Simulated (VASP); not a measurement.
Wanted: the native input for a VASP 6.6.1 run.

```yaml
Task: relaxation of shape and atoms at fixed volume
Functional: PBEsol
Potentials_or_basis: VASP PAW PBE potentials, release 64 (Si)
Cutoff: 600 eV
k_mesh: 18 × 18 × 15
Occupations: methfessel-paxton, width 0.1 eV
Spin: no spin polarisation
Further_INCAR_settings: ALGO = Normal; EDIFF = 1e-07; IBRION = 2; EDIFFG = -0.01; NSW = 40; ISIF = 4
```

The structure of Si lies in POSCAR:

```
Si                                      
1.0
    2.5857255723      0.0000000000      0.0000000000
   -1.2928627861      2.2393040328      0.0000000000
    0.0000000000      0.0000000000      2.4480133553
  Si            
     1
Direct
     0.0000000000000000    0.0000000000000000    0.0000000000000000
```

This isn't the form of Si at room conditions, which is diamond.

The cell isn't the ideal one: a relaxed cell with its volume scaled by 0.96.

One way to write it, as run:

INCAR

```
SYSTEM = Si
ALGO = Normal
EDIFF = 1E-7
EDIFFG = -0.01
ENCUT = 600
GGA = PS
IBRION = 2
ISIF = 4
ISMEAR = 1
LASPH = .TRUE.
LCHARG = .FALSE.
LREAL = .FALSE.
LWAVE = .FALSE.
NELM = 80
NSW = 40
PREC = Accurate
SIGMA = 0.1
```

KPOINTS

```
k-points
0
G
  18 18 15
  0 0 0
```

Potentials or basis: VASP PAW PBE potentials, release 64 (Si).

The run is started by

```sh
$ cat potpaw_PBE.64/Si/POTCAR > POTCAR
$ mpirun -np 1 vasp_std > vasp.out
```

Results of the run:

```yaml
Energy_gained_by_relaxing: 0.0 meV/atom
Ionic_steps: 2
Pressure_after_relaxing: 5.2 GPa
Band_gap_on_the_k_mesh: none (metal or under the smearing width)
```

Caveat: the PAW data sets were made with another functional, which shifts forces and pressure a little.

Wall time 16 s on 1 thread of Intel(R) Xeon(R) Platinum 8488C (Sapphire Rapids), with other jobs on the host, peak memory 0.15 GiB.
